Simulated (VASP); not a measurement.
# CdS (Fm-3m) in VASP: notebook

One crystal, CdS, is run at these levels: PBEsol; tasks: single point.

Program: VASP 6.6.1. These are calculated values, not measurements. Logs are shortened: lines on timing, memory, paths and dates and some standing lists are left out, and cuts for length are marked.

**1. The crystal as given**

It takes space group Fm-3m (No. 225, cubic). Conventional cell: a = 5.506 Å, b = 5.506 Å, c = 5.506 Å, α = 90.00°, β = 90.00°, γ = 90.00°. Cd (site symmetry m-3m) has 6 S at 2.75 Å as nearest neighbours. S (site symmetry m-3m) is surrounded by 6 Cd at 2.75 Å.

Measurements of this composition are mostly on another form, of space group No. 186.

**2. Single point, PBEsol, spin-orbit coupling, no magnetisation**

INCAR

```
  ALGO = Normal
  EDIFF = 0.001
  ENCUT = 350
  GGA = PS
  GGA_COMPAT = False
  ISIF = 2
  ISMEAR = 0
  LASPH = True
  LCHARG = False
  LORBIT = 11
  LREAL = False
  LSORBIT = True
  LWAVE = False
  MAGMOM = 0 0 0 0 0 0
  NBANDS = 34
  NELM = 100
  PREC = Accurate
  SIGMA = 0.02
```

KPOINTS

```
k-points
0
Gamma
  7 7 7
```

POSCAR

```
CdS
1.0
    0.0000000000      2.7532440000      2.7532440000
    2.7532440000      0.0000000000      2.7532440000
    2.7532440000      2.7532440000      0.0000000000
Cd S
1 1
Direct
    0.0000000000      0.0000000000      0.0000000000
    0.5000000000      0.5000000000      0.5000000000
```

Potentials or basis: VASP PAW PBE potentials, release 64 (Cd, S).

On the command line:

```console
cat potpaw_PBE.64/Cd/POTCAR potpaw_PBE.64/S/POTCAR > POTCAR
mpirun -np 1 vasp_ncl > vasp.out
```

OUTCAR:

```text
EDIFF = 0.001
   ENCUT = 350
   GGA = PS
   ISIF = 2
   ISMEAR = 0
   LASPH = True
   LORBIT = 11
   LREAL = False
   LSORBIT = True
   NELM = 100
   PREC = Accurate

 Found     20 irreducible k-points:

 Following reciprocal coordinates:
            Coordinates               Weight
  0.000000  0.000000  0.000000      1.000000
  0.142857  0.000000  0.000000      8.000000
  0.285714  0.000000  0.000000      8.000000
  0.428571  0.000000  0.000000      8.000000
  0.142857  0.142857  0.000000      6.000000
  0.285714  0.142857  0.000000     24.000000
   k-points           NKPTS =     20   k-points in BZ     NKDIM =     20   number of bands    NBANDS=     34
   number of dos      NEDOS =    301   number of ions     NIONS =      2
   total plane-waves  NPLWV =  13824
   dimension x,y,z NGX =    24 NGY =   24 NGZ =   24
   dimension x,y,z NGXF=    48 NGYF=   48 NGZF=   48
   ions per type =               1   1
   NGX,Y,Z   is equivalent  to a cutoff of  10.25, 10.25, 10.25 a.u.
   NGXF,Y,Z  is equivalent  to a cutoff of  20.49, 20.49, 20.49 a.u.
 SYSTEM =  unknown system
   PREC   = accura    normal or accurate (medium, high low for compatibility)
   ISTART =      0    job   : 0-new  1-cont  2-samecut
   ICHARG =      2    charge: 1-file 2-atom 10-const
   ISPIN  =      1    spin polarized calculation?
   LNONCOLLINEAR =      T non collinear calculations
   LSORBIT =      T    spin-orbit coupling
   LASPH  =      T    aspherical Exc in radial PAW
   ENCUT  =  350.0 eV  25.72 Ry    5.07 a.u.   5.94  5.94  5.94*2*pi/ulx,y,z
   NELM   =    100;   NELMIN=  2; NELMDL= -5     # of ELM steps
   EDIFF  = 0.1E-02   stopping-criterion for ELM
   LREAL  =      F    real-space projection
   EDIFFG = 0.1E-01   stopping-criterion for IOM
   NSW    =      0    number of steps for IOM
   IBRION =     -1    ionic relax: 0-MD 1-quasi-New 2-CG
   NFREE  =      0    steps in history (QN), initial steepest desc. (CG)
   ISIF   =      2    stress and relaxation
   ISYM   =      2    0-nonsym 1-usesym 2-fastsym
   POTIM  = 0.5000    time-step for ionic-motion
   TEBEG  =    0.0;   TEEND  =   0.0 temperature during run
   PSTRESS=    0.0 pullay stress
   NELECT =      18.0000    total number of electrons
   NUPDOWN=      -1.0000    fix difference up-down
   EMIN   =  10.00;   EMAX   =-10.00  energy-range for DOS
   EFERMI =   0.00;   METHOD = LEGACY
   ISMEAR =     0;   SIGMA  =   0.02  broadening in eV -4-tet -1-fermi 0-gaus
   EFERMI_NEDOS =   21; number of points for ismear=-14 and -15
   IALGO  =     38    algorithm
   IMIX   =      4    mixing-type and parameters
     AMIX     =   0.40;   BMIX     =  1.00
     AMIX_MAG =   1.60;   BMIX_MAG =  1.00
  volume/ion in A,a.u.               =      20.87       140.84
  Fermi-wavevector in a.u.,A,eV,Ry     =   1.236833  2.337275 20.813583  1.529755
  Thomas-Fermi vector in A             =   2.371425
   LORBIT       =     11    0 simple, 1 ext, 2 COOP (PROOUT), +10 PAW based schemes
   GGA     = PS    functional components
   LHFCALC =     F    Hartree Fock is set to
   AEXX    =    0.0000 exact exchange contribution
   IVDW    =     0    specifies the selected vdW correction
   LEPSILON=     F    determine dielectric tensor
   LRPA    =     F    only Hartree local field effects (RPA)
 Gauss-broadening in eV      SIGMA  =   0.02
  energy-cutoff  :      350.00
  volume of cell :       41.74
 maximum number of plane-waves:      1264
   NGX = 11   NGY = 11   NGZ = 11

 number of electron      18.0000000 magnetization       0.0000000      0.0000000      0.0000000

 number of electron      18.0000013 magnetization      -0.0000000     -0.0000000      0.0000000

 number of electron      18.0000013 magnetization       0.0000000      0.0000000     -0.0000000

 Free energy of the ion-electron system (eV)
  ---------------------------------------------------
  ext. energy  EPLUGINS =         0.00000000
  ---------------------------------------------------
  free energy    TOTEN  =        -6.64130818 eV

  energy without entropy =       -6.64130818  energy(sigma->0) =       -6.64130818

 E-fermi :   2.7697     XC(G=0): -10.5095

 val. band max:        2.6277000205   @ k =  -0.2857   0.1429   0.0000
 cond. band min:       3.0086899807   @ k =   0.4286   0.4286   0.0000
 fundamental gap:      0.3809899602
 Fermi energy:         2.7697203663

 k-point     1 :       0.0000    0.0000    0.0000
  band No.  band energies     occupation
      1     -10.0636      1.00000
      2     -10.0636      1.00000
      3      -5.3297      1.00000
      4      -5.3297      1.00000
      5      -5.3297      1.00000
      6      -5.3297      1.00000
[... 22 lines left out ...]
     29      13.7024      0.00000
     30      13.7024      0.00000

 k-point     2 :       0.1429    0.0000    0.0000
  band No.  band energies     occupation
      1      -9.8935      1.00000
      2      -9.8935      1.00000
      3      -5.3520      1.00000
      4      -5.3520      1.00000
      5      -5.3322      1.00000
      6      -5.3322      1.00000
[... 22 lines left out ...]
     29      12.8014      0.00000
     30      12.8014      0.00000

 k-point     3 :       0.2857    0.0000    0.0000
  band No.  band energies     occupation
      1      -9.4569      1.00000
      2      -9.4569      1.00000
      3      -5.4161      1.00000
      4      -5.4161      1.00000
      5      -5.3619      1.00000
      6      -5.3619      1.00000
[... 22 lines left out ...]
     29      13.6974      0.00000
     30      13.6974      0.00000

 k-point     4 :       0.4286    0.0000    0.0000
  band No.  band energies     occupation
      1      -9.0247      1.00000
      2      -9.0247      1.00000
      3      -5.4772      1.00000
      4      -5.4772      1.00000
      5      -5.4246      1.00000
      6      -5.4246      1.00000
[... 22 lines left out ...]
     29      15.1837      0.00000
     30      15.1837      0.00000

 k-point     5 :       0.1429    0.1429    0.0000
  band No.  band energies     occupation
      1      -9.8478      1.00000
      2      -9.8478      1.00000
      3      -5.3557      1.00000
      4      -5.3557      1.00000
      5      -5.3268      1.00000
      6      -5.3268      1.00000
[... 22 lines left out ...]
     29      15.0199      0.00000
     30      15.0199      0.00000

 k-point     6 :       0.2857    0.1429    0.0000
  band No.  band energies     occupation
      1      -9.5317      1.00000
      2      -9.5317      1.00000
      3      -5.3801      1.00000
      4      -5.3801      1.00000
      5      -5.3309      1.00000
      6      -5.3309      1.00000
[... 22 lines left out ...]
     29      14.8049      0.00000
     30      14.8050      0.00000

 [... further k-points ...]

 [bands above 30 left out]

------------------------ aborting loop because EDIFF is reached ----------------------------------------

  FORCE on cell =-STRESS in cart. coord.  units (eV):
  Direction    XX          YY          ZZ          XY          YZ          ZX
  --------------------------------------------------------------------------------------
  -------------------------------------------------------------------------------------
  Total       -1.2547968     -1.2547968     -1.2547968      0.0000000      0.0000000      0.0000000
  in kB      -48.1637044    -48.1637044    -48.1637044      0.0000000      0.0000000      0.0000000
  external PRESSURE =     -48.1637044 kB  Pullay stress =       0.0000000 kB

 VOLUME and BASIS-vectors are now :
 -----------------------------------------------------------------------------
  energy-cutoff  :      350.00
  volume of cell :       41.74
      direct lattice vectors                 reciprocal lattice vectors
     0.000000000  2.753244000  2.753244000    -0.181603955  0.181603955  0.181603955
     2.753244000  0.000000000  2.753244000     0.181603955 -0.181603955  0.181603955
     2.753244000  2.753244000  0.000000000     0.181603955  0.181603955 -0.181603955

 POSITION                                       TOTAL-FORCE (eV/Angst)
 -----------------------------------------------------------------------------------
      0.00000      0.00000      0.00000         0.000000      0.000000      0.000000
      2.75324      2.75324      2.75324        -0.000000      0.000000     -0.000000
 -----------------------------------------------------------------------------------
    total drift:                                0.000000     -0.000000     -0.000000

  FREE ENERGIE OF THE ION-ELECTRON SYSTEM (eV)
  ---------------------------------------------------
  free  energy   TOTEN  =        -6.6413081769 eV

  energy  without entropy=       -6.6413081769  energy(sigma->0) =       -6.64130818

 Spin-Orbit-Coupling matrix elements

 Ion:    1  E_soc:     -0.0525177
 l=   1
     0.0000000    -0.0019295    -0.0019295
    -0.0019295     0.0000000    -0.0019295
    -0.0019295    -0.0019295     0.0000000
 l=   2
     0.0000000    -0.0013804     0.0000000    -0.0013804    -0.0054431
    -0.0013804     0.0000000    -0.0040823    -0.0013804    -0.0013608
     0.0000000    -0.0040823     0.0000000    -0.0040823     0.0000000
    -0.0013804    -0.0013804    -0.0040823     0.0000000    -0.0013608
    -0.0054431    -0.0013608     0.0000000    -0.0013608     0.0000000
 l=   3
     0.0000000     0.0000000     0.0000000     0.0000000     0.0000000     0.0000000     0.0000000
     0.0000000     0.0000000     0.0000000     0.0000000     0.0000000     0.0000000     0.0000000
     0.0000000     0.0000000     0.0000000     0.0000000     0.0000000     0.0000000     0.0000000
     0.0000000     0.0000000     0.0000000     0.0000000     0.0000000     0.0000000     0.0000000
     0.0000000     0.0000000     0.0000000     0.0000000     0.0000000     0.0000000     0.0000000
     0.0000000     0.0000000     0.0000000     0.0000000     0.0000000     0.0000000     0.0000000
     0.0000000     0.0000000     0.0000000     0.0000000     0.0000000     0.0000000     0.0000000

 Ion:    2  E_soc:     -0.0020928
 l=   1
     0.0000000    -0.0003488    -0.0003488
    -0.0003488     0.0000000    -0.0003488
    -0.0003488    -0.0003488     0.0000000
 l=   2
     0.0000000     0.0000000     0.0000000     0.0000000     0.0000000
     0.0000000     0.0000000     0.0000000     0.0000000     0.0000000
     0.0000000     0.0000000     0.0000000     0.0000000     0.0000000
     0.0000000     0.0000000     0.0000000     0.0000000     0.0000000
     0.0000000     0.0000000     0.0000000     0.0000000     0.0000000
 l=   3
     0.0000000     0.0000000     0.0000000     0.0000000     0.0000000     0.0000000     0.0000000
     0.0000000     0.0000000     0.0000000     0.0000000     0.0000000     0.0000000     0.0000000
     0.0000000     0.0000000     0.0000000     0.0000000     0.0000000     0.0000000     0.0000000
     0.0000000     0.0000000     0.0000000     0.0000000     0.0000000     0.0000000     0.0000000
     0.0000000     0.0000000     0.0000000     0.0000000     0.0000000     0.0000000     0.0000000
     0.0000000     0.0000000     0.0000000     0.0000000     0.0000000     0.0000000     0.0000000
     0.0000000     0.0000000     0.0000000     0.0000000     0.0000000     0.0000000     0.0000000

 total charge

# of ion       s       p       d       tot
------------------------------------------
    1        0.377   0.244   9.561  10.182
    2        1.336   2.332   0.000   3.667
--------------------------------------------------
tot          1.713   2.576   9.561  13.849

 magnetization (x)

# of ion       s       p       d       tot
------------------------------------------
    1       -0.000  -0.000   0.000  -0.000
    2        0.000   0.000   0.000   0.000
--------------------------------------------------
tot         -0.000  -0.000   0.000  -0.000

 magnetization (y)

# of ion       s       p       d       tot
------------------------------------------
    1        0.000   0.000   0.000   0.000
    2       -0.000   0.000   0.000  -0.000
--------------------------------------------------
tot         -0.000   0.000   0.000  -0.000

 magnetization (z)

# of ion       s       p       d       tot
------------------------------------------
    1        0.000   0.000   0.000   0.000
    2       -0.000   0.000   0.000  -0.000
--------------------------------------------------
tot         -0.000   0.000   0.000  -0.000
```

It took 9.2 s on 1 thread of Intel Xeon 6975P-C (Granite Rapids), shared host; peak memory 0.19 GiB.

The run converged, but some of its settings lie outside the range that counts as converged, so its numbers aren't taken as properties of the crystal.

What came out:

```
Free energy                                           : -6.6413 eV
Pressure                                              : -4.8 GPa
Valence electrons inside the program's atomic spheres : Cd 10.18; S 3.67
```

Caveat: the PAW data sets were made with another functional, which shifts forces and pressure a little.

**3. Single point, PBEsol, spin-orbit coupling, no magnetisation**

Edit INCAR of step 2 so:

```diff
@@ -1,3 +1,3 @@
   ALGO = Normal
-  EDIFF = 0.001
+  EDIFF = 1E-5
   ENCUT = 350
```

KPOINTS is that of step 2.

POSCAR is that of step 2.

Potentials or basis: VASP PAW PBE potentials, release 64 (Cd, S).

On the command line:

```console
cat potpaw_PBE.64/Cd/POTCAR potpaw_PBE.64/S/POTCAR > POTCAR
mpirun -np 1 vasp_ncl > vasp.out
```

It took 12 s on 1 thread of Intel Xeon 6975P-C (Granite Rapids), shared host; peak memory 0.2 GiB.

These settings aren't checked as converged: the numbers below hold their error.

Results:

```
Free energy                                           : -6.6413 eV
Pressure                                              : -4.5 GPa
Valence electrons inside the program's atomic spheres : Cd 10.18; S 3.67
```

Caveat: the PAW data sets were made with another functional, which shifts forces and pressure a little.

**4. Single point, PBEsol, spin-orbit coupling, no magnetisation**

Edit INCAR of step 3 so:

```diff
@@ -1,3 +1,3 @@
   ALGO = Normal
-  EDIFF = 1E-5
+  EDIFF = 1E-7
   ENCUT = 350
@@ -10,3 +10,3 @@
   LORBIT = 11
-  LREAL = False
+  LREAL = Auto
   LSORBIT = True
```

KPOINTS is that of step 3.

POSCAR is that of step 3.

On the command line:

```console
cat potpaw_PBE.64/Cd/POTCAR potpaw_PBE.64/S/POTCAR > POTCAR
mpirun -np 1 vasp_ncl > vasp.out
```

Run time: 22 s. Hardware: 1 thread of Intel Xeon 6975P-C (Granite Rapids), shared host; peak memory 0.2 GiB.

These settings aren't checked as converged: the numbers below hold their error.

Results:

```yaml
Free_energy: -6.6421 eV
Pressure: -4.5 GPa
Valence_electrons_inside_the_program's_atomic_spheres: Cd 10.18; S 3.67
```

Caveat: the PAW data sets were made with another functional, which shifts forces and pressure a little.

**5. Single point, PBEsol, spin-orbit coupling, no magnetisation**

Edit INCAR of step 4 so:

```diff
@@ -10,3 +10,3 @@
   LORBIT = 11
-  LREAL = Auto
+  LREAL = False
   LSORBIT = True
@@ -17,2 +17,2 @@
   PREC = Accurate
-  SIGMA = 0.02
+  SIGMA = 0.2
```

KPOINTS is that of step 4.

POSCAR is that of step 4.

On the command line:

```console
cat potpaw_PBE.64/Cd/POTCAR potpaw_PBE.64/S/POTCAR > POTCAR
mpirun -np 1 vasp_ncl > vasp.out
```

It took 13 s on 1 thread of Intel Xeon 6975P-C (Granite Rapids), shared host; peak memory 0.2 GiB.

These settings aren't checked as converged: the numbers below hold their error.

What came out:

| Property | Result |
| --- | --- |
| Free energy | -6.6422 eV |
| Pressure | -4.5 GPa |
| Valence electrons inside the program's atomic spheres | Cd 10.18; S 3.67 |

Caveat: the PAW data sets were made with another functional, which shifts forces and pressure a little.

**6. Single point, PBEsol, spin-orbit coupling, no magnetisation**

Edit INCAR of step 5 so:

```diff
@@ -2,3 +2,3 @@
   EDIFF = 1E-7
-  ENCUT = 350
+  ENCUT = 400
   GGA = PS
@@ -17,2 +17,2 @@
   PREC = Accurate
-  SIGMA = 0.2
+  SIGMA = 0.02
```

KPOINTS is that of step 5.

POSCAR is that of step 5.

Potentials or basis: VASP PAW PBE potentials, release 64 (Cd, S).

On the command line:

```console
cat potpaw_PBE.64/Cd/POTCAR potpaw_PBE.64/S/POTCAR > POTCAR
mpirun -np 1 vasp_ncl > vasp.out
```

Run time: 26 s. Hardware: 1 thread of Intel Xeon 6975P-C (Granite Rapids), shared host; peak memory 0.24 GiB.

The run converged, but some of its settings lie outside the range that counts as converged, so its numbers aren't taken as properties of the crystal.

What came out:

```yaml
Free_energy: -6.6427 eV
Pressure: -4.5 GPa
Valence_electrons_inside_the_program's_atomic_spheres: Cd 10.20; S 3.67
```

Caveat: the PAW data sets were made with another functional, which shifts forces and pressure a little.

**7. For comparison**

An earlier run on the cell as given: functional PBE; potentials or basis VASP PAW PBE potentials, release 64 (Cd, S); cutoff 520 eV; k mesh 8 × 8 × 8; occupations fermi-dirac, width 0.05 eV; no spin polarisation.

* Pressure: -0.1 GPa
* Band gap on the k mesh: 0.26 eV, indirect (least direct gap 1.53 eV)
